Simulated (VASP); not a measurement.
# ZrSe2 (P-3m1) in VASP: settings compared, part 2 of 2

VASP 6.6.1.

### Step 4. Relaxation of cell and atoms, r2SCAN

The input, INCAR:

```
SYSTEM = ZrSe2
PREC     = Accurate       ! precision mode
ENCUT    = 600            ! plane-wave cutoff, eV
EDIFF    = 1E-6           ! SCF threshold, eV
ISMEAR   = 0              ! smearing method
SIGMA    = 0.03           ! smearing width, eV
LREAL    = .FALSE.        ! projectors in reciprocal space
LASPH    = .TRUE.         ! aspherical terms in the spheres
NELM     = 80             ! most SCF steps
ALGO     = Normal         ! electronic algorithm
ISIF     = 3              ! what is computed and relaxed
LWAVE    = .FALSE.        ! write WAVECAR
LCHARG   = .FALSE.        ! write CHGCAR
METAGGA  = R2SCAN         ! meta-GGA
LMIXTAU  = .TRUE.       
IBRION   = 2              ! ionic algorithm
NSW      = 90             ! ionic steps
EDIFFG   = -0.01          ! ionic threshold
```

The input, KPOINTS:

```
regular mesh
0
G
  9 9 5
  0 0 0
```

The input, POSCAR:

```
ZrSe2
1.0
    3.7980000000      0.0000000000      0.0000000000
   -1.8990000000      3.2891644836      0.0000000000
    0.0000000000      0.0000000000      6.1920000000
Zr Se
1 2
Direct
    0.0000000000      0.0000000000      0.0000000000
    0.3333333333      0.6666666667      0.2500000000
    0.6666666667      0.3333333333      0.7500000000
```

Potentials or basis: VASP PAW PBE potentials, release 64 (Zr_sv, Se).

Command:

```
$ cat potpaw_PBE.64/Zr_sv/POTCAR potpaw_PBE.64/Se/POTCAR > POTCAR
$ mpirun -np 1 vasp_std > vasp.out
```

OUTCAR:

```text
SYSTEM = ZrSe2
   PREC = Accurate
   ENCUT = 600
   EDIFF = 1E-6
   ISMEAR = 0
   LREAL = .FALSE.
   LASPH = .TRUE.
   NELM = 80
   ISIF = 3
   METAGGA = R2SCAN
   IBRION = 2
   NSW = 90
   EDIFFG = -0.01

 ion  position               nearest neighbor table
   1  0.000  0.000  0.000-   2 2.68   3 2.68   3 2.68   2 2.68   3 2.68   2 2.68
   2  0.333  0.667  0.250-   1 2.68   1 2.68   1 2.68
   3  0.667  0.333  0.750-   1 2.68   1 2.68   1 2.68

  LATTYP: Found a hexagonal cell.
 ALAT       =     3.7980000000
 C/A-ratio  =     1.6303317536

  Lattice vectors:

 A1 = (   3.7980000000,   0.0000000000,   0.0000000000)
 A2 = (  -1.8990000000,   3.2891644836,   0.0000000000)
 A3 = (   0.0000000000,   0.0000000000,   6.1920000000)

Analysis of symmetry for initial positions (statically):
[... 748 lines left out ...]

 [... further k-points ...]

[... ionic steps 4 to 8 ...]

--------------------------------------- Ionic step        9  -------------------------------------------

 number of electron      24.0000000 magnetization

------------------------ aborting loop because EDIFF is reached ----------------------------------------
[... 69 lines left out ...]
--------------------------------------- Ionic step       11  -------------------------------------------

 number of electron      24.0000000 magnetization

 Free energy of the ion-electron system (eV)
  ---------------------------------------------------
  ext. energy  EPLUGINS =         0.00000000
  ---------------------------------------------------
  free energy    TOTEN  =       -56.11450983 eV

  energy without entropy =      -56.11450983  energy(sigma->0) =      -56.11450983

 E-fermi :   3.7500     XC(G=0):  -9.6992

 val. band max:        3.5151690047   @ k =   0.0000   0.0000   0.0000
 cond. band min:       4.3025116098   @ k =   0.0000   0.4444   0.4000
 fundamental gap:      0.7873426051
 Fermi energy:         3.7500338195

 k-point     1 :       0.0000    0.0000    0.0000
  band No.  band energies     occupation
      1     -47.6275      2.00000
      2     -24.9577      2.00000
      3     -24.8512      2.00000
      4     -24.8512      2.00000
      5      -9.9776      2.00000
      6      -8.7980      2.00000
[... 477 lines left out ...]
  FREE ENERGIE OF THE ION-ELECTRON SYSTEM (eV)
  ---------------------------------------------------
  free  energy   TOTEN  =       -56.1145098271 eV

  energy  without entropy=      -56.1145098271  energy(sigma->0) =      -56.11450983

 reached required accuracy - stopping structural energy minimisation
```

CONTCAR:

```text
ZrSe2
   1.00000000000000
     3.8087126717857025    0.0000000000000000   -0.0000000000000000
    -1.9043563358928512    3.2984419295090421   -0.0000000000000000
     0.0000000000000000   -0.0000000000000000    6.4151933094648861
  Zr              Se
     1     2
Direct
     0.0000000000000000    1.0000000000000000    0.0000000000000000
     0.3333333332999970    0.6666666667000030    0.2436535786797498
     0.6666666667000030    0.3333333332999970    0.7563464213202501

  0.00000000E+00  0.00000000E+00  0.00000000E+00
  0.00000000E+00  0.00000000E+00  0.00000000E+00
  0.00000000E+00  0.00000000E+00  0.00000000E+00
```

Wall time 22 min (1 thread of Intel Xeon Platinum 8488C (Sapphire Rapids), shared host); peak memory 0.27 GiB.

What came out:

```
Free energy                            : -56.1145 eV
Relaxed volume                         : 26.86 Å³/atom
Relaxed cell                           : a = 3.809 Å, b = 3.809 Å, c = 6.415 Å, α = 90.00°, β = 90.00°, γ = 120.00°
Space group after relaxing (to 0.05 Å) : P-3m1 (No. 164)
Energy gained by relaxing              : 3.7 meV/atom
Ionic steps                            : 11
Pressure after relaxing                : 0.0 GPa
Band gap on the k mesh                 : 0.79 eV, indirect (least direct gap 1.43 eV)
```

Step by step:
| step | energy change (eV) | largest force (eV/Å) | pressure (GPa) | volume (Å³) |
| --- | --- | --- | --- | --- |
| 1 | 0.0000 | 0.1576 | 1.44 | 77.35 |
| 2 | 0.0020 | 0.3019 | -1.56 | 79.97 |
| 3 | -0.0061 | 0.0598 | 0.00 | 78.55 |
| 4 | -0.0070 | 0.0647 | 0.02 | 78.64 |
| 5 | -0.0083 | 0.0811 | 0.10 | 78.92 |
| 6 | -0.0092 | 0.0621 | 0.09 | 79.19 |
| 7 | -0.0106 | 0.0057 | 0.06 | 79.98 |
| 8 | -0.0108 | 0.0147 | 0.05 | 80.29 |
| 9 | -0.0109 | 0.0215 | -0.15 | 80.67 |
| 10 | -0.0109 | 0.0129 | -0.11 | 80.58 |
| 11 | -0.0110 | 0.0018 | 0.03 | 80.59 |

Final structure:
```xyz
3
Lattice="3.8087 0.0000 0.0000 -1.9044 3.2984 0.0000 0.0000 0.0000 6.4152" Properties=species:S:1:pos:R:3 pbc="T T T"
Zr   -1.9044    3.2984    0.0000
Se    0.0000    2.1990    1.5631
Se    1.9044    1.0995    4.8521
```

Levels at points of the mesh, in eV from the valence-band top:
```csv
k point,band 8,band 9,band 10,band 11,band 12,band 13,band 14,band 15,band 16
"(0.00, 0.00, 0.00)",-2.68,-2.68,-0.12,0.00,0.00,1.43,1.43,1.98,4.70
```

Caveat: the PAW data sets were made with another functional, which shifts forces and pressure a little; an odd mesh through Γ misses points on the zone boundary, where band edges often lie. r2SCAN opens gaps a little over a GGA but as a rule still falls short of measured ones.
